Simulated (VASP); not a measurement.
# Cd (Pm-3m) in VASP: further runs, part 2 of 2

VASP 6.6.1.

### 3 Relaxation of cell and atoms, LDA

File INCAR:

```
SYSTEM = Cd
ALGO = Normal
EDIFF = 1E-6
EDIFFG = -0.02
ENCUT = 600
GGA = CA
IBRION = 2
ISIF = 3
ISMEAR = 1
LASPH = .True.
LCHARG = .False.
LREAL = .False.
LWAVE = .False.
NELM = 60
NSW = 60
PREC = Accurate
SIGMA = 0.2
```

File KPOINTS:

```
k-points
0
Gamma
  9 9 9
  0 0 0
```

File POSCAR:

```
Cd
1.0
    2.9968200000      0.0000000000      0.0000000000
    0.0000000000      2.9968200000      0.0000000000
    0.0000000000      0.0000000000      2.9968200000
Cd
1
Direct
    0.0000000000      0.0000000000      0.0000000000
```

Potentials or basis: VASP PAW LDA potentials, release 64 (Cd).

The run is started by

```bash
cat potpaw_LDA.64/Cd/POTCAR > POTCAR
mpirun -np 1 vasp_std > vasp.out
```

OUTCAR:

```text
SYSTEM = Cd
   EDIFF = 1E-6
   EDIFFG = -0.02
   ENCUT = 600
   GGA = CA
   IBRION = 2
   ISIF = 3
   ISMEAR = 1
   LASPH = .True.
   LREAL = .False.
   NELM = 60
   NSW = 60
   PREC = Accurate

 ion  position               nearest neighbor table
   1  0.000  0.000  0.000-

  LATTYP: Found a simple cubic cell.
 ALAT       =     2.9968200000

  Lattice vectors:

 A1 = (   2.9968200000,   0.0000000000,   0.0000000000)
 A2 = (   0.0000000000,   2.9968200000,   0.0000000000)
 A3 = (   0.0000000000,   0.0000000000,   2.9968200000)

Analysis of symmetry for initial positions (statically):
=====================================================================
 Subroutine PRICEL returns:
 Original cell was already a primitive cell.

 Routine SETGRP: Setting up the symmetry group for a
 simple cubic supercell.

 Subroutine GETGRP returns: Found 48 space group operations
 (whereof 48 operations were pure point group operations)
 out of a pool of 48 trial point group operations.

The static configuration has the point symmetry O_h .

Analysis of symmetry for dynamics (positions and initial velocities):
=====================================================================
 Subroutine PRICEL returns:
 Original cell was already a primitive cell.

[... 225 lines left out ...]

 number of electron      12.0000000 magnetization

 Free energy of the ion-electron system (eV)
  ---------------------------------------------------
  ext. energy  EPLUGINS =         0.00000000
  ---------------------------------------------------
  free energy    TOTEN  =        -1.32369283 eV

  energy without entropy =       -1.32077506  energy(sigma->0) =       -1.32272024

 E-fermi :   1.9283     XC(G=0): -10.8607

 val. band max:        1.9252341724   @ k =   0.4444   0.2222   0.1111
 cond. band min:       2.0585980482   @ k =   0.4444   0.4444   0.1111
 fundamental gap:      0.1333638758
 Fermi energy:         1.9282524310

 k-point     1 :       0.0000    0.0000    0.0000
  band No.  band energies     occupation
      1      -7.8985      2.00000
      2      -7.8985      2.00000
      3      -6.3044      2.00000
      4      -6.1409      2.00000
      5      -6.1409      2.00000
      6      -6.1409      2.00000
      7      12.5062      0.00000
      8      12.5062      0.00000
      9      12.5062      0.00000
     10      16.4457      0.00000
[... 287 lines left out ...]
 k-point    24 :       0.4444    0.3333    0.1111
  band No.  band energies     occupation
      1      -7.3996      2.00000
      2      -7.2507      2.00000
      3      -6.7053      2.00000
      4      -6.5744      2.00000
      5      -6.1079      2.00000
      6       0.4615      2.00000
      7       2.9782     -0.00000
      8       7.7727      0.00000
      9      10.6933      0.00000
     10      16.3064      0.00000

 [... further k-points ...]

------------------------ aborting loop because EDIFF is reached ----------------------------------------

  FORCE on cell =-STRESS in cart. coord.  units (eV):
  Direction    XX          YY          ZZ          XY          YZ          ZX
  --------------------------------------------------------------------------------------
  -------------------------------------------------------------------------------------
  Total       -0.0055441     -0.0055441     -0.0055441      0.0000000      0.0000000     -0.0000000
  in kB       -0.3788646     -0.3788646     -0.3788646      0.0000000      0.0000000     -0.0000000
  external PRESSURE =      -0.3788646 kB  Pullay stress =       0.0000000 kB
[... 16 lines left out ...]
  FREE ENERGIE OF THE ION-ELECTRON SYSTEM (eV)
  ---------------------------------------------------
  free  energy   TOTEN  =        -1.3236928296 eV

  energy  without entropy=       -1.3207750596  energy(sigma->0) =       -1.32272024

 reached required accuracy - stopping structural energy minimisation
```

Run time: 7.3 s. Hardware: 1 thread of Intel Xeon Platinum 8488C (Sapphire Rapids), shared host; peak memory 0.13 GiB.

What came out:

| Property | Result |
| --- | --- |
| Free energy | -1.3237 eV |
| Relaxed volume | 23.45 Å³/atom |
| Relaxed cell | a = 2.862 Å, b = 2.862 Å, c = 2.862 Å, α = 90.00°, β = 90.00°, γ = 90.00° |
| Space group after relaxing (to 0.05 Å) | Pm-3m (No. 221) |
| Energy gained by relaxing | 63.6 meV/atom |
| Ionic steps | 3 |
| Pressure after relaxing | 0.0 GPa |
| Band gap on the k mesh | none (metal or under the smearing width) |

Step by step:
```tsv
step	energy change (eV)	largest force (eV/Å)	pressure (GPa)	volume (Å³)
1	0.0000	0.0000	-4.97	26.91
2	-0.0627	0.0000	-0.79	23.79
3	-0.0636	0.0000	-0.04	23.45
```

Final structure:
```yaml
crystal:
  lattice:
    - [2.86210, 0.00000, 0.00000]
    - [0.00000, 2.86210, 0.00000]
    - [0.00000, 0.00000, 2.86210]
  atoms:
    - { symbol: Cd, position: [0.00000, 0.00000, 0.00000] }
```

Levels at points of the mesh, in eV from the Fermi level:
```csv
k point,band 4,band 5,band 6,band 7,band 8,band 9
"(0.00, 0.00, 0.00)",-8.07,-8.07,-8.07,10.58,10.58,10.58
```

### 4 Single point, PBEsol+D3(BJ), non-collinear spin, ferromagnetic start

File INCAR:

```
SYSTEM = Cd
PREC = Accurate
ENCUT = 500
EDIFF = 1E-7
ISMEAR = -5
SIGMA = 0.05
LREAL = .FALSE.
LASPH = .TRUE.
NELM = 100
ALGO = Normal
ISIF = 2
LWAVE = .FALSE.
LCHARG = .FALSE.
LNONCOLLINEAR = .TRUE.
MAGMOM = 0 0 0.5
LORBIT = 11
GGA = PS
IVDW = 12
```

File KPOINTS:

```
regular mesh
0
G
  7 7 7
  0 0 0
```

File POSCAR:

```
Cd
2.9968
    1.000006673785      0.000000000000      0.000000000000
    0.000000000000      1.000006673785      0.000000000000
    0.000000000000      0.000000000000      1.000006673785
Cd
1
Direct
    0.0000000000      0.0000000000      0.0000000000
```

Potentials or basis: VASP PAW PBE potentials, release 54 (Cd).

The run is started by

```bash
cat potpaw_PBE.54/Cd/POTCAR > POTCAR
mpirun -np 1 vasp_ncl > vasp.out
```

Wall time 28 s (1 thread of Intel Xeon Platinum 8488C (Sapphire Rapids), shared host); peak memory 0.22 GiB.

It converged, with:

| Quantity | Value |
| --- | --- |
| Free energy | -1.3168 eV |
| Pressure | -4.3 GPa |
| Band gap on the k mesh | none (metal or under the smearing width) |
| Net moment | 0.00 μB per cell |
| Valence electrons inside the program's atomic spheres | Cd 10.30 |
| Dispersion energy per atom | -0.331 eV |

Levels at points of the mesh, in eV from the Fermi level:
```csv
k point,band 8,band 9,band 10,band 11,band 12,band 13,band 14,band 15,band 16,band 17
"(0.00, 0.00, 0.00)",-8.18,-8.18,-8.18,-7.56,-7.56,9.58,9.58,9.58,9.58,9.58
```

Moments on the atoms (μB; x, y, z):
```
Cd  0.00 0.00 0.00
```

Caveat: the PAW data sets were made with another functional, which shifts forces and pressure a little; pairwise dispersion overbinds metals, which lowers pressure and volume; tetrahedron occupations give inexact forces and stress in metals.

### 5 The reference run

An earlier run on the cell as given: functional PBE; potentials or basis VASP PAW PBE potentials, release 64 (Cd); cutoff 520 eV; k mesh 9 × 9 × 9; occupations fermi-dirac, width 0.05 eV; no spin polarisation.

- Pressure: 0.0 GPa
- Band gap on the k mesh: none (metal or under the smearing width)

### 6 The runs side by side

```tsv
task	level	potentials or basis	spin	cell	k mesh	cutoff (eV)	smearing	gap on the mesh (eV)	pressure (GPa)
relaxation of cell and atoms	PBE	VASP PAW PBE potentials, release 64 (Cd)	off	relaxed	9 × 9 × 9	600	methfessel-paxton 0.2 eV	none	-0.1
relaxation of cell and atoms	LDA	VASP PAW LDA potentials, release 64 (Cd)	off	relaxed	9 × 9 × 9	600	methfessel-paxton 0.2 eV	none	0.0
single point	PBEsol+D3(BJ)	VASP PAW PBE potentials, release 54 (Cd)	non-collinear, ferromagnetic start	as given	7 × 7 × 7	500	tetrahedron	none	-4.3
single point	PBE	VASP PAW PBE potentials, release 64 (Cd)	off	as given	9 × 9 × 9	520	fermi-dirac 0.05 eV	none	0.0
```

Caveats: the relaxation stopped at its first step, so nothing moved (some runs); the PAW data sets were made with another functional, which shifts forces and pressure a little (some runs); pairwise dispersion overbinds metals, which lowers pressure and volume (some runs); tetrahedron occupations give inexact forces and stress in metals (some runs).

Total energies depend on the potentials used, so only differences within one code and one set of settings carry meaning.
